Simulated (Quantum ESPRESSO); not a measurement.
# Si (Fd-3m) in Quantum ESPRESSO: notebook, part 2 of 2

Quantum ESPRESSO 7.5. Earlier steps stand in the parts before.

## 4. Single point, PBEsol

Input file scf.in:

```
&CONTROL
  calculation = 'scf'
  prefix = 'pwscf'
  outdir = './tmp'
  pseudo_dir = './pseudo'
/
&SYSTEM
  ibrav = 0
  nat = 2
  ntyp = 1
  ecutwfc = 36
  nbnd = 9
  occupations = 'smearing'
  smearing = 'fd'
  degauss = 0.00367493
  force_symmorphic = .true.
/
&ELECTRONS
  conv_thr = 4d-10
  electron_maxstep = 120
  mixing_beta = 0.5
/
ATOMIC_SPECIES
Si    28.0850 Si.upf
CELL_PARAMETERS angstrom
   0.0000000000    2.7218511865    2.7218511865
   2.7218511865    0.0000000000    2.7218511865
   2.7218511865    2.7218511865    0.0000000000
ATOMIC_POSITIONS angstrom
Si     2.7218511865    2.7218511865    2.7218511865
Si     4.0827767798    4.0827767798    4.0827767798
K_POINTS automatic
8 8 8 0 0 0
```

Input file nscf.in:

```
&CONTROL
  calculation = 'nscf'
  prefix = 'pwscf'
  outdir = './tmp'
  pseudo_dir = './pseudo'
/
&SYSTEM
  ibrav = 0
  nat = 2
  ntyp = 1
  ecutwfc = 36
  nbnd = 154
  occupations = 'fixed'
  force_symmorphic = .true.
/
&ELECTRONS
  conv_thr = 1d-08
  diago_full_acc = .true.
  diago_thr_init = 1d-06
/
ATOMIC_SPECIES
Si    28.0850 Si.upf
CELL_PARAMETERS angstrom
   0.0000000000    2.7218511865    2.7218511865
   2.7218511865    0.0000000000    2.7218511865
   2.7218511865    2.7218511865    0.0000000000
ATOMIC_POSITIONS angstrom
Si     2.7218511865    2.7218511865    2.7218511865
Si     4.0827767798    4.0827767798    4.0827767798
K_POINTS automatic
6 6 6 0 0 0
```

Potentials or basis: PseudoDojo 0.4.1 SR PBEsol standard.

The run is started by

```bash
$ OMP_NUM_THREADS=1 pw.x -in scf.in > scf.out
$ OMP_NUM_THREADS=1 pw.x -in nscf.in > nscf.out
```

It took 25 s on 1 thread of Arm Neoverse V2, shared host; peak memory 0.05 GiB.

The run converged. Its results:

```
Band gap on the k mesh, mean-field level : 0.61 eV, indirect (least direct gap 2.51 eV)
```

Levels at points of the mesh, in eV from the valence-band top:
```csv
k point,band 1,band 2,band 3,band 4,band 5,band 6,band 7,band 8
"(0.00, 0.00, 0.00)",-11.94,0.00,0.00,0.00,2.51,2.51,2.51,3.21
"(0.00, 0.00, -0.50)",-9.61,-6.98,-1.20,-1.20,1.43,3.28,3.28,7.51
"(0.00, -0.50, -0.50)",-7.81,-7.81,-2.86,-2.86,0.61,0.61,9.98,9.98
```

A k mesh can miss the band edges. A hybrid or GW would open this gap; PBEsol tends to underestimate it.

## 5. Single point, PBEsol

Input file scf.in:

```
&CONTROL
  calculation = 'scf'
  prefix = 'pwscf'
  outdir = './tmp'
  pseudo_dir = './pseudo'
/
&SYSTEM
  ibrav = 0
  nat = 2
  ntyp = 1
  ecutwfc = 36
  nbnd = 9
  occupations = 'smearing'
  smearing = 'fd'
  degauss = 0.00367493
  force_symmorphic = .true.
/
&ELECTRONS
  conv_thr = 4d-10
  electron_maxstep = 120
  mixing_beta = 0.5
/
ATOMIC_SPECIES
Si    28.0850 Si.upf
CELL_PARAMETERS bohr
   0.0000000000    5.1435532945    5.1435532945
   5.1435532945    0.0000000000    5.1435532945
   5.1435532945    5.1435532945    0.0000000000
ATOMIC_POSITIONS bohr
Si     5.1435532945    5.1435532945    5.1435532945
Si     7.7153299417    7.7153299417    7.7153299417
K_POINTS automatic
20 20 20 0 0 0
```

Input file nscf.in:

```
&CONTROL
  calculation = 'nscf'
  prefix = 'pwscf'
  outdir = './tmp'
  pseudo_dir = './pseudo'
/
&SYSTEM
  ibrav = 0
  nat = 2
  ntyp = 1
  ecutwfc = 36
  nbnd = 34
  occupations = 'fixed'
  force_symmorphic = .true.
/
&ELECTRONS
  conv_thr = 1d-08
  diago_full_acc = .true.
  diago_thr_init = 1d-06
/
ATOMIC_SPECIES
Si    28.0850 Si.upf
CELL_PARAMETERS bohr
   0.0000000000    5.1435532945    5.1435532945
   5.1435532945    0.0000000000    5.1435532945
   5.1435532945    5.1435532945    0.0000000000
ATOMIC_POSITIONS bohr
Si     5.1435532945    5.1435532945    5.1435532945
Si     7.7153299417    7.7153299417    7.7153299417
K_POINTS automatic
20 20 20 0 0 0
```

Potentials or basis: PseudoDojo 0.4.1 SR PBEsol standard.

The run is started by

```bash
$ OMP_NUM_THREADS=1 pw.x -in scf.in > scf.out
$ OMP_NUM_THREADS=1 pw.x -in nscf.in > nscf.out
```

scf.out:

```text
This program is part of the open-source Quantum ESPRESSO suite
     for quantum simulation of materials; please cite
[... 9 lines left out ...]
     --------------------
     sticks:   dense  smooth     PW     G-vecs:    dense   smooth      PW
     Sum         517     517    163                 7823     7823    1459

     Using Slab Decomposition

     bravais-lattice index     =            0
     lattice parameter (alat)  =       7.2741  a.u.
     unit-cell volume          =     272.1571 (a.u.)^3
     number of atoms/cell      =            2
     number of atomic types    =            1
     number of electrons       =         8.00
     number of Kohn-Sham states=            9
     kinetic-energy cutoff     =      36.0000  Ry
     charge density cutoff     =     144.0000  Ry
     scf convergence threshold =      4.0E-10
     mixing beta               =       0.5000
     number of iterations used =            8  plain     mixing
     Exchange-correlation= PBESOL
                           (   1   4  10   8   0   0   0)

     celldm(1)=   7.274083  celldm(2)=   0.000000  celldm(3)=   0.000000
     celldm(4)=   0.000000  celldm(5)=   0.000000  celldm(6)=   0.000000

     crystal axes: (cart. coord. in units of alat)
               a(1) = (   0.000000   0.707107   0.707107 )
               a(2) = (   0.707107   0.000000   0.707107 )
               a(3) = (   0.707107   0.707107   0.000000 )

     reciprocal axes: (cart. coord. in units 2 pi/alat)
               b(1) = ( -0.707107  0.707107  0.707107 )
               b(2) = (  0.707107 -0.707107  0.707107 )
               b(3) = (  0.707107  0.707107 -0.707107 )

     PseudoPot. # 1 for Si read from file:
     Si.upf
     Pseudo is Norm-conserving + core correction, Zval =  4.0
     Generated using ONCVPSP code by D. R. Hamann
     Using radial grid of 1510 points,  6 beta functions with:
                l(1) =   0
                l(2) =   0
                l(3) =   1
                l(4) =   1
                l(5) =   2
                l(6) =   2

     atomic species   valence    mass     pseudopotential
     Si                4.00    28.08500     Si( 1.00)

     24 Sym. Ops. (no inversion) found

   Cartesian axes

     site n.     atom                  positions (alat units)
         1        Si     tau(   1) = (   0.7071068   0.7071068   0.7071068  )
         2        Si     tau(   2) = (   1.0606602   1.0606602   1.0606602  )

     number of k points=   256  Fermi-Dirac smearing, width (Ry)=  0.0037

     Number of k-points >= 100: set verbosity='high' to print them.

     Dense  grid:     7823 G-vectors     FFT dimensions: (  27,  27,  27)

     Initial potential from superposition of free atoms

     starting charge       7.9988, renormalised to       8.0000
     Starting wfcs are    8 randomized atomic wfcs +    1 random wfcs

     Self-consistent Calculation

     iteration #  1     ecut=    36.00 Ry     beta= 0.50
     Davidson diagonalization with overlap
     ethr =  1.00E-02,  avg # of iterations =  6.4

     Threshold (ethr) on eigenvalues was too large:
     Diagonalizing with lowered threshold

     Davidson diagonalization with overlap
     ethr =  6.49E-04,  avg # of iterations =  1.5

     total energy              =     -16.92643974 Ry
     estimated scf accuracy    <       0.05453596 Ry
[... 12 lines left out ...]
     total energy              =     -16.92602273 Ry
     estimated scf accuracy    <       0.00013633 Ry

     iteration #  4     ecut=    36.00 Ry     beta= 0.50
     Davidson diagonalization with overlap
     c_bands:  1 eigenvalues not converged
     c_bands:  1 eigenvalues not converged
     c_bands:  1 eigenvalues not converged
     c_bands:  1 eigenvalues not converged
     c_bands:  1 eigenvalues not converged
     ethr =  1.70E-06,  avg # of iterations =  6.6

     total energy              =     -16.92603817 Ry
     estimated scf accuracy    <       0.00000033 Ry

     iteration #  5     ecut=    36.00 Ry     beta= 0.50
     Davidson diagonalization with overlap
     ethr =  4.13E-09,  avg # of iterations =  3.2
[... 11 lines left out ...]
     iteration #  7     ecut=    36.00 Ry     beta= 0.50
     Davidson diagonalization with overlap
     ethr =  1.05E-11,  avg # of iterations =  2.7

     End of self-consistent calculation

     Number of k-points >= 100: set verbosity='high' to print the bands.

     the Fermi energy is     6.3429 ev

!    total energy              =     -16.92603860 Ry
     estimated scf accuracy    <          4.1E-11 Ry
     smearing contrib. (-TS)   =      -0.00000187 Ry
     internal energy E=F+TS    =     -16.92603672 Ry

     The total energy is F=E-TS. E is the sum of the following terms:
     one-electron contribution =       4.89012636 Ry
     hartree contribution      =       1.08082499 Ry
     xc contribution           =      -6.14032901 Ry
     ewald contribution        =     -16.75665906 Ry

     convergence has been achieved in   7 iterations

=------------------------------------------------------------------------------=
   JOB DONE.
=------------------------------------------------------------------------------=
```

nscf.out:

```text
This program is part of the open-source Quantum ESPRESSO suite
     for quantum simulation of materials; please cite
         "P. Giannozzi et al., J. Phys.:Condens. Matter 21 395502 (2009);
         "P. Giannozzi et al., J. Phys.:Condens. Matter 29 465901 (2017);
         "P. Giannozzi et al., J. Chem. Phys. 152 154105 (2020);
     in publications or presentations arising from this work. More details at

[... 74 lines left out ...]

     End of band structure calculation

     Number of k-points >= 100: set verbosity='high' to print the bands.

     highest occupied, lowest unoccupied level (ev):     6.1048    6.5881

=------------------------------------------------------------------------------=
   JOB DONE.
=------------------------------------------------------------------------------=
```

It took 95 s on 1 thread of Arm Neoverse V1, shared host; peak memory 0.06 GiB.

Results:

```yaml
Band_gap_on_the_k_mesh_mean-field_level: 0.48 eV, indirect (least direct gap 2.51 eV)
```

Levels at points of the mesh, in eV from the valence-band top:
| k point | band 2 | band 3 | band 4 | band 5 | band 6 | band 7 |
| --- | --- | --- | --- | --- | --- | --- |
| (0.00, 0.00, 0.00) | 0.00 | 0.00 | 0.00 | 2.51 | 2.51 | 2.51 |
| (0.00, 0.00, -0.50) | -6.98 | -1.20 | -1.20 | 1.43 | 3.28 | 3.28 |
| (0.00, -0.50, -0.50) | -7.81 | -2.86 | -2.86 | 0.61 | 0.61 | 9.98 |

## 6. The runs side by side

| level | potentials or basis | k mesh | cutoff (eV) | k mesh of the self-consistent run | form of the LDA | gap on the mesh (eV) |
| --- | --- | --- | --- | --- | --- | --- |
| PBE | PseudoDojo 0.4.1 SR PBE standard | 6 × 6 × 6 | 490 | 8 × 8 × 8 | - | 0.72 |
| LDA | PseudoDojo 0.4.1 SR LDA standard | 6 × 6 × 6 | 435 | 8 × 8 × 8 | PW92 | 0.63 |
| PBEsol | PseudoDojo 0.4.1 SR PBEsol standard | 6 × 6 × 6 | 490 | 8 × 8 × 8 | - | 0.61 |
| PBEsol | PseudoDojo 0.4.1 SR PBEsol standard | 20 × 20 × 20 | 490 | 20 × 20 × 20 | - | 0.48 |

Alike in all rows: task single point; no spin polarisation; cell as given; smearing fixed.

Total energies depend on the potentials used, so only differences within one code and one set of settings carry meaning.
